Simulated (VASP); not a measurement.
**GaP: band structure with HSE06**

The system is GaP.

```
CELL_PARAMETERS angstrom
0.00000 2.72525 2.72525
2.72525 0.00000 2.72525
2.72525 2.72525 0.00000
ATOMIC_POSITIONS crystal
Ga 0.00000 0.00000 0.00000
P 0.75000 0.75000 0.75000
```

| Item | Value |
| --- | --- |
| Program | VASP 6.6.1 |
| Task | band structure |
| Functional | HSE06 |
| Potentials or basis | VASP PAW PBE potentials, release 64 (Ga_d, P) |
| Cutoff | 520 eV |
| k mesh | 4 × 4 × 4 |
| Occupations | fermi-dirac, width 0.05 eV |
| Spin | no spin polarisation |
| Grid for exact exchange (PRECFOCK) | Normal |
| Screening parameter | 0.2 1/A |
| Further INCAR settings | ALGO = Normal; EDIFF = 1e-06 |

```yaml
Pressure: 1.0 GPa
Band_gap_on_the_k_mesh: 2.33 eV, indirect (least direct gap 2.86 eV)
Band_gap_along_the_path: 2.30 eV, indirect (least direct gap 2.86 eV)
```

Levels at the corners of the path, in eV from the valence-band top:
| point | band 6 | band 7 | band 8 | band 9 | band 10 | band 11 | band 12 | band 13 |
| --- | --- | --- | --- | --- | --- | --- | --- | --- |
| Γ | -13.77 | 0.00 | 0.00 | 0.00 | 2.86 | 4.80 | 4.80 | 4.80 |
| X | -10.55 | -7.33 | -2.92 | -2.92 | 2.33 | 2.60 | 12.09 | 12.12 |
| X | -10.55 | -7.33 | -2.92 | -2.92 | 2.33 | 2.60 | 12.09 | 12.33 |
| W | -10.46 | -7.08 | -3.88 | -3.68 | 5.54 | 6.01 | 7.08 | 7.17 |
| W | -10.46 | -7.08 | -3.88 | -3.68 | 5.54 | 6.01 | 7.08 | 7.17 |
| K | -10.60 | -7.09 | -4.27 | -2.45 | 2.95 | 5.77 | 9.47 | 9.49 |
| K | -10.60 | -7.09 | -4.27 | -2.45 | 2.95 | 5.77 | 9.48 | 9.51 |
| Γ | -13.77 | 0.00 | 0.00 | 0.00 | 2.86 | 4.80 | 4.80 | 4.80 |
| Γ | -13.77 | 0.00 | 0.00 | 0.00 | 2.86 | 4.80 | 4.80 | 4.80 |
| L | -11.54 | -7.23 | -1.21 | -1.21 | 2.56 | 5.64 | 5.64 | 9.29 |
| L | -11.54 | -7.23 | -1.21 | -1.21 | 2.56 | 5.64 | 5.64 | 9.29 |
| U | -10.60 | -7.09 | -4.27 | -2.45 | 2.95 | 5.77 | 9.47 | 9.49 |
| U | -10.60 | -7.09 | -4.27 | -2.45 | 2.95 | 5.77 | 9.47 | 9.49 |
| W | -10.46 | -7.08 | -3.88 | -3.68 | 5.54 | 6.01 | 7.08 | 7.17 |
| W | -10.46 | -7.08 | -3.88 | -3.68 | 5.54 | 6.01 | 7.08 | 7.17 |
| L | -11.54 | -7.23 | -1.21 | -1.21 | 2.56 | 5.64 | 5.64 | 9.29 |
| L | -11.54 | -7.23 | -1.21 | -1.21 | 2.56 | 5.64 | 5.64 | 9.29 |
| K | -10.60 | -7.09 | -4.27 | -2.45 | 2.95 | 5.77 | 9.48 | 9.50 |
| U | -10.60 | -7.09 | -4.27 | -2.45 | 2.95 | 5.77 | 9.47 | 9.50 |
| X | -10.55 | -7.33 | -2.92 | -2.92 | 2.33 | 2.60 | 12.09 | 12.12 |

Wall time 55 min on 1 thread of Intel(R) Xeon(R) Platinum 8259CL CPU @ 2.50GHz (Skylake/Cascade Lake), on a shared host, peak memory 0.27 GiB.

Caveat: the k mesh is coarse (spacing up to 0.50 Å⁻¹), so the values aren't converged, least of all with exact exchange; the PAW data sets were made with another functional, which shifts forces and pressure a little.
